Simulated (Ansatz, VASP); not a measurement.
One calculation of BN, two programs

File INCAR:

```
SYSTEM = BN
PREC = Accurate
ENCUT = 520
EDIFF = 1E-6
ISMEAR = 0
SIGMA = 0.05
LREAL = .FALSE.
LASPH = .TRUE.
NELM = 60
ALGO = Normal
ISIF = 2
LWAVE = .FALSE.
LCHARG = .FALSE.
GGA = PE
NBANDS = 11
```

File KPOINTS:

```
Automatic mesh
0
G
  12 12 12
  0 0 0
```

File POSCAR:

```
BN
1.0
    0.0000000000      1.7829668990      1.7829668990
    1.7829668990      0.0000000000      1.7829668990
    1.7829668990      1.7829668990      0.0000000000
B N
1 1
Direct
    0.0000000000      0.0000000000      0.0000000000
    0.7500000000      0.7500000000      0.7500000000
```

Input for Ansatz:

```yaml
crystal:
  lattice:
    - [0.0, 1.782966899, 1.782966899]
    - [1.782966899, 0.0, 1.782966899]
    - [1.782966899, 1.782966899, 0.0]
  atoms:
    - { symbol: B, position: [0.0, 0.0, 0.0] }
    - { symbol: "N", position: [0.75, 0.75, 0.75] }
basis:
  ecutwfc: 520.0
kpoints:
  mp_grid: { grid: [12, 12, 12] }
hamiltonian:
  xc: pbe
scf:
  occupations: { method: gaussian, width: 0.05 }
output:
  forces: true
  stress: true
  eigenvalues: true
```

Alike in both runs: task single point; functional PBE; k mesh 12 × 12 × 12; occupations gaussian, width 0.05 eV; no spin polarisation.

```csv
,VASP,Ansatz
version,VASP 6.6.1,Ansatz 0.2.0
potentials or method,"VASP PAW PBE potentials, release 64 (B, N)","scalar-relativistic, plane waves, PAW"
plane-wave cutoff (eV),520,520
valence electrons in the cell,8,8
```

|  | VASP | Ansatz | Ansatz less VASP |
| --- | --- | --- | --- |
| gap on the k mesh at the Fermi level (eV) | 4.50 | 4.51 | +0.013 |
| least direct gap on the mesh (eV) | 9.02 | 9.03 | +0.011 |
| pressure (GPa) | 20.3 | 20.0 | -0.34 |

Caveats: so large a pressure means that the cell lies far from this level's equilibrium, or that cutoff or potentials fall short (VASP). A k mesh can miss the band edges.
